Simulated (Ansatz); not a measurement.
The cell is COD entry 9009146, as deposited and not checked against the literature; nothing was relaxed. The listed cell was then made from it by scaling, straining or moving an atom.

WSe2: DFT, PBE, all-electron LAPW, scalar-relativistic (Ansatz 0.2.0). What sets it apart from a plain run of this crystal: zz strain of -1 %.

Command: `ansatz run input.yaml --threads 2 --pin off --max-ram 6144MiB --backend cpu --events-out ev --progress --plain --runs-dir out` The run took 2.5 min on 2 threads of Arm Neoverse V1, with other jobs on the host, peak memory 1.2 GiB.

```yaml
crystal:
  lattice:
    - [3.2899984505, 0.0, 0.0]
    - [-1.6449992252, 2.8492222365, 0.0]
    - [0.0, 0.0, 12.8403]
  atoms:
    - { symbol: W, position: [0.3333333333, 0.6666666667, 0.25] }
    - { symbol: W, position: [0.6666666667, 0.3333333333, 0.75] }
    - { symbol: Se, position: [0.3333333333, 0.6666666667, 0.621] }
    - { symbol: Se, position: [0.6666666667, 0.3333333333, 0.121] }
    - { symbol: Se, position: [0.3333333333, 0.6666666667, 0.879] }
    - { symbol: Se, position: [0.6666666667, 0.3333333333, 0.379] }
kpoints:
  mp_grid: { grid: [11, 11, 3] }
  band_path:
    path:
      - [0.0, 0.0, 0.0]
      - [0.5, 0.0, 0.0]
      - [0.3333333333, 0.3333333333, 0.0]
      - [0.0, 0.0, 0.0]
      - [0.0, 0.0, 0.5]
      - [0.5, 0.0, 0.5]
      - [0.3333333333, 0.3333333333, 0.5]
      - [0.0, 0.0, 0.5]
      - [0.5, 0.0, 0.5]
    npoints: 5
scf:
  occupations: { method: fermi_dirac, width: 0.08 }
hamiltonian:
  xc: pbe
  pseudopotentials: { kind: all_electron, lapw: { basis_error: 0.0005 } }
output:
  forces: true
  stress: true
  eigenvalues: true
```

Output (standing set-up lines are left out):

```
LAPW: plane waves up to 9.472 Å⁻¹, error target 5.0e-4 eV per atom; small_component_spin mean_spin; Se in spheres of 1.201 Å, 24 of its electrons in bands, Dirac shells []; W in spheres of 1.319 Å, 44 of its electrons in bands, Dirac shells []
Crystal: 6 atoms, lattice volume = 120.364 Å³
Basis set: ecut = 341.8375947704611 eV, 1695 PW (Γ), exchange–correlation at level 2
Space group: P63/mmc (ITA 194), of the structure as read, at distance tolerance 4.9e-5 Å
iter 1 solved again at ethr=9.26e-4 eV; its pass at ethr=1.00e-1 eV (dr2=1.70e0 eV) is discarded
SCF iter   1: F=—  HF=-1142910.825011 eV  |F-HF|=—  |Δ(HF+E_count)|=         —  Δρ=2.77e-2  dr2=1.71e0  ethr=9.26e-4  ⟨swp⟩=2.0  Hψ=21821  notcnv=0
preconditioner: auto → Resta (q_TF=auto, 2.928 Å⁻¹)  ε∞=2.6  [insulator: Δε(μ)=0.955 eV  Ē_g=21.662 eV  σ=0.080 eV  W_gap=0.99  n_scr=52 (ndim 8)  ℏωp=27.1 eV  f_vac=0.153  D(μ)=0.00/eV (n_scr^D=0)  ε∞_Penn≈2.6]
SCF iter   2: F=—  HF=-1142910.376199 eV  |F-HF|=—  |Δ(HF+E_count)|=   4.49e-1  Δρ=1.43e-2  dr2=3.63e-1  ethr=9.26e-4  ⟨swp⟩=2.1  Hψ=11043  notcnv=0
SCF iter   3: F=—  HF=-1142910.348773 eV  |F-HF|=—  |Δ(HF+E_count)|=   2.74e-2  Δρ=6.98e-3  dr2=1.14e-1  ethr=1.97e-4  ⟨swp⟩=2.0  Hψ=10814  notcnv=0
SCF iter   4: F=—  HF=-1142910.304496 eV  |F-HF|=—  |Δ(HF+E_count)|=   4.43e-2  Δρ=2.69e-3  dr2=2.11e-2  ethr=6.18e-5  ⟨swp⟩=2.0  Hψ=10446  notcnv=0
SCF iter   5: F=—  HF=-1142910.304154 eV  |F-HF|=—  |Δ(HF+E_count)|=         —  Δρ=1.32e-3  dr2=3.14e-3  ethr=1.15e-5  ⟨swp⟩=2.0  Hψ=10436  notcnv=0
the basis was enlarged: its passes take 1.1 MiB over the memory plan, 2 of 2 planned eigensolver slots
iter 6 solved again at ethr=1.66e-7 eV; its pass at ethr=1.70e-6 eV (dr2=3.06e-4 eV) is discarded
SCF iter   6: F=—  HF=-1142910.304610 eV  |F-HF|=—  |Δ(HF+E_count)|=   4.57e-4  Δρ=4.39e-4  dr2=3.06e-4  ethr=1.66e-7  ⟨swp⟩=2.0  Hψ=17672  notcnv=0
SCF iter   7: F=—  HF=-1142910.304926 eV  |F-HF|=—  |Δ(HF+E_count)|=   3.16e-4  Δρ=1.33e-4  dr2=4.27e-5  ethr=1.66e-7  ⟨swp⟩=3.0  Hψ=10730  notcnv=0
SCF iter   8: F=—  HF=-1142910.304959 eV  |F-HF|=—  |Δ(HF+E_count)|=   3.29e-5  Δρ=4.06e-5  dr2=4.15e-6  ethr=2.32e-8  ⟨swp⟩=3.0  Hψ=10821  notcnv=0
SCF iter   9: F=—  HF=-1142910.304961 eV  |F-HF|=—  |Δ(HF+E_count)|=   1.36e-6  Δρ=1.47e-5  dr2=6.25e-7  ethr=2.26e-9  ⟨swp⟩=3.0  Hψ=10671  notcnv=0
SCF iter  10: F=-1142910.304961 eV  HF=-1142910.304961 eV  |F-HF|=7.31e-8  |Δ(HF+E_count)|=   1.16e-7  Δρ=4.90e-6  dr2=3.60e-8  ethr=3.40e-10  ⟨swp⟩=3.0  Hψ=10656  notcnv=0
SCF 1 converged in 10 iterations: F = -1142910.304961 eV  dr2 = 3.60e-8
NSCF: frozen V_eff on 41 k-points
SCF converged after 10 iterations
Free energy (F): -1142910.304961 eV
Harris-Foulkes:  -1142910.304961 eV  (|F-HF|=7.31e-8)
Internal energy: -1142910.304852 eV  (E = F + TS)
E sigma→0 (E₀):  -1142910.304906 eV
Entropy (-TS):   -0.000109 eV (-0.018 meV/atom)
Fermi energy:    15.818706 eV
--- Per-component energies (eV) ---
  E_band       = -15748.272233
  E_kinetic    = 1254550.081870
  E_xc         = -27253.312154
  E_electrostatic = -2370207.074569  (all electrons and nuclei)
  E_smearing   = -0.000109  (= −TS)
  E_closure    = 0.000000  (closes the sum)
  E_atoms      = -1142870.265275  (free atoms, spherical and without spin; not in F)
  Σ components = -1142910.304961   (vs F -1142910.304961, Δ=0.00e0)
  Basis errors (estimates in eV, not in F): energy 2.3e-4 per atom: plane waves 2.1e-4 (1.1e-4 summed), levels above the bands 1.8e-58, relativity 1.4e-8, radial functions 2.1e-5, core shells 8.4e-8; eigenvalues (radial functions only) 6.7e-7; not estimated: angular momenta, meshes, grids; target (lapw.basis_error) 5.0e-4; muffin-tin radii Se 1.201 Å, W 1.319 Å
--- Forces (eV/Å), atoms counted from 1 ---
  atom   1  W      0.00000000     0.00000000     0.00000000
  atom   2  W     -0.00000000    -0.00000000     0.00000000
  atom   3  Se     0.00000000     0.00000000    -0.45909077
  atom   4  Se    -0.00000000    -0.00000000    -0.45909077
  atom   5  Se     0.00000000     0.00000000     0.45909077
  atom   6  Se    -0.00000000    -0.00000000     0.45909077
  max |Σ_I F_I| component: 5.55e-17 eV/Å
--- Stress (GPa, compression-positive) ---
        4.501122       0.000000       0.000000
        0.000000       4.501122       0.000000
        0.000000       0.000000       7.303930
  P = ⅓ Tr σ = 5.4354 GPa (54.354 kbar)
--- Band table (eV; the first three rows and the last of 32) ---
  k-point 0: bands = ["-402.9598", "-402.9598", "-402.9553", "-402.9553", "-402.9553", "-402.9553", "-218.0194", "-218.0194", "-218.0194", "-218.0194", "-218.0097", "-218.0097", "-218.0097", "-218.0097", "-218.0043", "-218.0043", "-192.8210", "-192.8210", "-192.8210", "-192.8210", "-132.3025", "-132.3025", "-132.3025", "-132.3025", "-132.3025", "-132.3025", "-132.3025", "-132.3025", "-132.2615", "-132.2615", "-132.2615", "-132.2615", "-58.8972", "-58.8972", "-32.5297", "-32.5297", "-32.5296", "-32.5296", "-32.5290", "-32.5290", "-32.5289", "-32.5289", "-32.5014", "-32.5014", "-32.5010", "-32.5010", "-32.5002", "-32.5002", "-32.4998", "-32.4998", "-32.4896", "-32.4893", "-32.4872", "-32.4868", "-23.1974", "-23.1974", "-23.0720", "-23.0720", "-23.0720", "-23.0720", "-13.1878", "-13.1878", "-13.1878", "-13.1878", "-13.1801", "-13.1801", "-13.1724", "-13.1724", "-13.1724", "-13.1724", "-13.1693", "-13.1693", "-13.1678", "-13.1678", "-0.0130", "0.2495", "1.2114", "1.6581", "8.1450", "9.3000", "11.7270", "12.5724", "12.5724", "12.5910", "12.5910", "13.7132", "13.7132", "13.7726", "13.7726", "14.2752", "14.3730", "15.4089", "17.9837", "17.9837", "18.0345", "18.0345", "18.1012", "18.1012", "18.3276", "18.3276", "19.8600", "20.4837", "22.9956", "23.4990", "23.7145", "25.4065", "25.4065", "25.5081", "25.9609", "25.9609", "26.4374"]
  k-point 1: bands = ["-402.9598", "-402.9598", "-402.9553", "-402.9553", "-402.9553", "-402.9553", "-218.0194", "-218.0194", "-218.0194", "-218.0194", "-218.0097", "-218.0097", "-218.0097", "-218.0097", "-218.0043", "-218.0043", "-192.8210", "-192.8210", "-192.8210", "-192.8210", "-132.3025", "-132.3025", "-132.3025", "-132.3025", "-132.3025", "-132.3025", "-132.3025", "-132.3025", "-132.2615", "-132.2615", "-132.2615", "-132.2615", "-58.8972", "-58.8972", "-32.5297", "-32.5297", "-32.5296", "-32.5296", "-32.5290", "-32.5290", "-32.5289", "-32.5289", "-32.5013", "-32.5013", "-32.5011", "-32.5011", "-32.5001", "-32.5001", "-32.4999", "-32.4999", "-32.4895", "-32.4894", "-32.4871", "-32.4869", "-23.1974", "-23.1974", "-23.0720", "-23.0720", "-23.0720", "-23.0720", "-13.1878", "-13.1878", "-13.1878", "-13.1878", "-13.1801", "-13.1801", "-13.1724", "-13.1724", "-13.1724", "-13.1724", "-13.1693", "-13.1693", "-13.1678", "-13.1678", "0.0396", "0.1671", "1.3376", "1.5570", "8.3718", "8.9224", "12.2758", "12.5769", "12.5769", "12.5862", "12.5862", "13.3273", "13.7281", "13.7281", "13.7577", "13.7577", "14.9986", "15.3211", "17.9853", "17.9853", "18.0015", "18.0015", "18.1776", "18.1776", "18.2817", "18.2817", "20.0387", "20.3503", "23.1003", "23.3508", "24.0047", "24.8116", "25.5264", "25.5264", "25.7999", "25.7999", "26.7144"]
  k-point 2: bands = ["-402.9598", "-402.9598", "-402.9553", "-402.9553", "-402.9553", "-402.9553", "-218.0194", "-218.0194", "-218.0194", "-218.0194", "-218.0097", "-218.0097", "-218.0097", "-218.0097", "-218.0043", "-218.0043", "-192.8210", "-192.8210", "-192.8210", "-192.8210", "-132.3025", "-132.3025", "-132.3025", "-132.3025", "-132.3025", "-132.3025", "-132.3025", "-132.3025", "-132.2615", "-132.2615", "-132.2615", "-132.2615", "-58.8963", "-58.8963", "-32.5296", "-32.5295", "-32.5293", "-32.5293", "-32.5290", "-32.5290", "-32.5286", "-32.5286", "-32.5014", "-32.5014", "-32.5011", "-32.5011", "-32.5004", "-32.5002", "-32.5000", "-32.4999", "-32.4894", "-32.4891", "-32.4870", "-32.4867", "-23.1935", "-23.1935", "-23.0911", "-23.0911", "-23.0764", "-23.0764", "-13.1879", "-13.1879", "-13.1876", "-13.1876", "-13.1795", "-13.1795", "-13.1728", "-13.1728", "-13.1725", "-13.1725", "-13.1691", "-13.1691", "-13.1684", "-13.1684", "0.1128", "0.3743", "1.2796", "1.7128", "8.3050", "9.4578", "11.5955", "12.1946", "12.2280", "12.6895", "12.7171", "13.1908", "13.4986", "13.5661", "13.7119", "14.2986", "14.5328", "15.1849", "17.7291", "17.7600", "17.8283", "17.9209", "17.9313", "18.1750", "18.1813", "18.2835", "20.5754", "21.0878", "23.6534", "23.7100", "24.2400", "24.9502", "25.2227", "25.5224", "25.8304", "26.2711", "26.3942"]
  k-point 31: bands = ["-402.9598", "-402.9598", "-402.9553", "-402.9553", "-402.9553", "-402.9553", "-218.0194", "-218.0194", "-218.0194", "-218.0194", "-218.0097", "-218.0097", "-218.0097", "-218.0097", "-218.0043", "-218.0043", "-192.8210", "-192.8210", "-192.8210", "-192.8210", "-132.3025", "-132.3025", "-132.3025", "-132.3025", "-132.3025", "-132.3025", "-132.3025", "-132.3025", "-132.2615", "-132.2615", "-132.2615", "-132.2615", "-58.8857", "-58.8857", "-32.5281", "-32.5281", "-32.5270", "-32.5270", "-32.5261", "-32.5261", "-32.5261", "-32.5260", "-32.5033", "-32.5030", "-32.5022", "-32.5021", "-32.5012", "-32.5011", "-32.5011", "-32.5009", "-32.4872", "-32.4872", "-32.4845", "-32.4845", "-23.2614", "-23.2614", "-23.2078", "-23.2078", "-23.1417", "-23.1417", "-13.1875", "-13.1875", "-13.1855", "-13.1855", "-13.1774", "-13.1774", "-13.1759", "-13.1759", "-13.1748", "-13.1748", "-13.1722", "-13.1722", "-13.1657", "-13.1657", "2.3886", "2.4094", "2.5320", "2.5520", "9.4307", "9.4742", "9.5384", "9.6155", "10.7120", "10.7377", "11.0455", "11.1381", "11.7666", "11.8673", "12.6540", "12.7913", "14.8289", "14.9577", "16.7493", "16.7530", "17.6033", "18.1705", "18.4077", "18.5244", "19.6701", "19.9175", "21.0760", "21.3398", "21.6387", "22.4714", "23.8121", "24.2043", "25.9547", "26.1416", "26.2692", "26.6372", "26.6752"]
```
